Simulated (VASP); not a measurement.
Ge: relaxation of cell and atoms with PBEsol

Ge:

```
Ge
1.0
     0.00000    2.82891    2.82891
     2.82891    0.00000    2.82891
     2.82891    2.82891    0.00000
Ge
2
Direct
  0.00000 0.00000 0.00000
  0.25000 0.25000 0.25000
```

```yaml
Program: VASP 6.6.1
Task: relaxation of cell and atoms
Functional: PBEsol
Potentials_or_basis: VASP PAW PBE potentials, release 64 (Ge_d)
Cutoff: 600 eV
k_mesh: 10 × 10 × 10
Occupations: gaussian, width 0.03 eV
Spin: no spin polarisation
Further_INCAR_settings: ALGO = Normal; EDIFF = 1e-06; IBRION = 2; EDIFFG = -0.01; NSW = 90; ISIF = 3
```

- Relaxed volume: 22.85 Å³/atom
- Relaxed cell: a = 4.013 Å, b = 4.013 Å, c = 4.013 Å, α = 60.00°, β = 60.00°, γ = 60.00°
- Space group after relaxing (to 0.05 Å): Fd-3m (No. 227)
- Energy gained by relaxing: 0.4 meV/atom
- Ionic steps: 3
- Pressure after relaxing: 0.0 GPa
- Band gap on the k mesh: none (metal or under the smearing width)

The path:
| step | energy change (eV) | largest force (eV/Å) | pressure (GPa) | volume (Å³) |
| --- | --- | --- | --- | --- |
| 1 | 0.0000 | 0.0000 | 0.59 | 45.28 |
| 2 | -0.0006 | 0.0000 | -0.10 | 45.83 |
| 3 | -0.0007 | 0.0000 | -0.02 | 45.70 |

Final structure:
```xyz
2
Lattice="0.0000 2.8376 2.8376 2.8376 0.0000 2.8376 2.8376 2.8376 0.0000" Properties=species:S:1:pos:R:3 pbc="T T T"
Ge    0.0000    0.0000    0.0000
Ge    1.4188    1.4188    1.4188
```

Levels at points of the mesh, in eV from the Fermi level:
```
           k point  band 12  band 13  band 14  band 15  band 16  band 17
(0.00, 0.00, 0.00)    -0.10    -0.01    -0.01    -0.01     2.52     2.52
(0.50, 0.00, 0.00)    -7.59    -1.40    -1.40     0.09     3.70     3.70
(0.50, 0.50, 0.00)    -8.88    -3.07    -3.07     0.67     0.67     9.41
```

Run time: 21 s on 2 MPI ranks on Intel(R) Xeon(R) Platinum 8488C (Sapphire Rapids), with other jobs on the host, peak memory 0.19 GiB a rank.

Caveat: the PAW data sets were made with another functional, which shifts forces and pressure a little; this crystal is a semiconductor, whose small gap the functional closes, so the metal is an error of the method. Zero-point motion and thermal expansion aren't in these numbers.
